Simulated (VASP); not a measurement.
A run of VASP 6.6.1 is set up as follows.

The input INCAR:

```
SYSTEM = HfO2
PREC = Accurate ; ENCUT = 520
EDIFF = 1E-7 ; ISMEAR = -1
SIGMA = 0.05 ; LREAL = .FALSE.
LASPH = .TRUE. ; NELM = 100
ALGO = Fast ; ISIF = 2
LWAVE = .FALSE. ; LCHARG = .FALSE.
LMAXMIX = 4 ; GGA = AM
NBANDS = 56
```

File KPOINTS:

```
Automatic mesh
0
G
  5 5 5
  0 0 0
```

The input POSCAR:

```
HfO2
1.0
    5.1180000000      0.0000000000      0.0000000000
    0.0000000000      5.1857000000      0.0000000000
   -0.8586630598      0.0000000000      5.2138671406
Hf O
4 8
Direct
    0.2755000000      0.4603000000      0.7080000000
    0.7245000000      0.9603000000      0.7920000000
    0.7245000000      0.5397000000      0.2920000000
    0.2755000000      0.0397000000      0.2080000000
    0.0742000000      0.1684000000      0.8467000000
    0.9258000000      0.6684000000      0.6533000000
    0.9258000000      0.8316000000      0.1533000000
    0.0742000000      0.3316000000      0.3467000000
    0.4487000000      0.7419000000      0.9801000000
    0.5513000000      0.2419000000      0.5199000000
    0.5513000000      0.2581000000      0.0199000000
    0.4487000000      0.7581000000      0.4801000000
```

KPOINTS_OPT

```
path GYHCEM1AXH1,MDZ,YD
20
line-mode
reciprocal
 0.0000000000  0.0000000000  0.0000000000  G
 0.0000000000  0.0000000000  0.5000000000  Y

 0.0000000000  0.0000000000  0.5000000000  Y
-0.4327310173  0.0000000000  0.5726006525  H

-0.4327310173  0.0000000000  0.5726006525  H
-0.5000000000  0.0000000000  0.5000000000  C

-0.5000000000  0.0000000000  0.5000000000  C
-0.5000000000  0.5000000000  0.5000000000  E

-0.5000000000  0.5000000000  0.5000000000  E
-0.5672689827  0.5000000000  0.4273993475  M1

-0.5672689827  0.5000000000  0.4273993475  M1
-0.5000000000  0.5000000000  0.0000000000  A

-0.5000000000  0.5000000000  0.0000000000  A
-0.5000000000  0.0000000000  0.0000000000  X

-0.5000000000  0.0000000000  0.0000000000  X
-0.5672689827  0.0000000000  0.4273993475  H1

-0.4327310173  0.5000000000  0.5726006525  M
 0.0000000000  0.5000000000  0.5000000000  D

 0.0000000000  0.5000000000  0.5000000000  D
 0.0000000000  0.5000000000  0.0000000000  Z

 0.0000000000  0.0000000000  0.5000000000  Y
 0.0000000000  0.5000000000  0.5000000000  D
```

Potentials or basis: VASP PAW PBE potentials, release 64 (Hf_pv, O).

Run with:

```console
$ cat potpaw_PBE.64/Hf_pv/POTCAR potpaw_PBE.64/O/POTCAR > POTCAR
$ mpirun -np 1 vasp_std > vasp.out
```

**Question.** Estimate the band gap along the path.

**Answer.** 4.04 eV, indirect (least direct gap 4.11 eV).

**Question.** Predict the largest force.

**Answer.** 0.423 eV/Å.

**Question.** Estimate the band gap on the k mesh.

**Answer.** 4.09 eV, indirect (least direct gap 4.16 eV).

**Question.** Estimate the pressure.

**Answer.** -4.6 GPa.

Stress tensor (GPa, compression positive):
```
-4.53  0.00 -0.26
 0.00 -5.21  0.00
-0.26  0.00 -3.94
```

Caveat: the PAW data sets were made with another functional, which shifts forces and pressure a little; spin-orbit coupling is left out, which moves the levels of the heavy elements.

**Experimental background.**

“Temperature dependence of self-trapped exciton luminescence in nanostructured hafnia powder”, 2021, arxiv:2112.02602 quotes, for a bulk crystal of HfO2: band gap 5.54 eV (indirect).

Against the measured gap of HfO2, 5.54 eV (indirect; quoted in “Temperature dependence of self-trapped exciton luminescence in nanostructured hafnia powder”, 2021, arxiv:2112.02602), the calculated 4.04 eV is off by -1.50 eV. Spin-orbit coupling on Hf is left out. The value is that of AM05, without temperature or zero-point motion. Semilocal functionals fall short of measured gaps as a rule.
